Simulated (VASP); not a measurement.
Set up this calculation in VASP 6.6.1, as the native input.

```yaml
Task: single point
Functional: PBE
Potentials_or_basis: VASP PAW PBE potentials, release 64 (Ta_pv, S)
Cutoff: 520 eV
k_mesh: 9 × 9 × 5
Occupations: gaussian, width 0.012 eV
Spin: no spin polarisation
Further_INCAR_settings: ALGO = Normal; EDIFF = 1e-06; NBANDS = 18
```

The structure of TaS2 lies in POSCAR:

```
TaS2
1.0
    3.3500000000      0.0000000000      0.0000000000
   -1.6750000000      2.9011851027      0.0000000000
    0.0000000000      0.0000000000      5.8600000000
Ta S
1 2
Direct
    0.0000000000      0.0000000000      0.0000000000
    0.6666666667      0.3333333333      0.7500000000
    0.3333333333      0.6666666667      0.2500000000
```

The input as run:

INCAR

```
ALGO = Normal ; EDIFF = 1E-6
ENCUT = 520 ; GGA = PE
ISIF = 2 ; ISMEAR = 0
LASPH = T ; LCHARG = F
LREAL = F ; LWAVE = F
NBANDS = 18 ; NELM = 80
PREC = Accurate ; SIGMA = 0.012
```

KPOINTS

```
k-points
0
Gamma
  9 9 5
```

Potentials or basis: VASP PAW PBE potentials, release 64 (Ta_pv, S).

Launch:

```sh
$ cat potpaw_PBE.64/Ta_pv/POTCAR potpaw_PBE.64/S/POTCAR > POTCAR
$ mpirun -np 1 vasp_std > vasp.out
```

It gave:

The pressure is 9.1 GPa. The largest force is 1.267 eV/Å. The band gap on the k mesh is none (metal or under the smearing width).

Caveat: this functional lacks dispersion, which binds the layers, so the pressure and a relaxed spacing across them are unreliable; forces of over 1 eV/Å show positions far from the minimum, so gaps and moduli don't describe the material at rest.

Run time: 24 s on 1 thread of Intel(R) Xeon(R) 6975P-C (Granite Rapids), with other jobs on the host, peak memory 0.21 GiB.
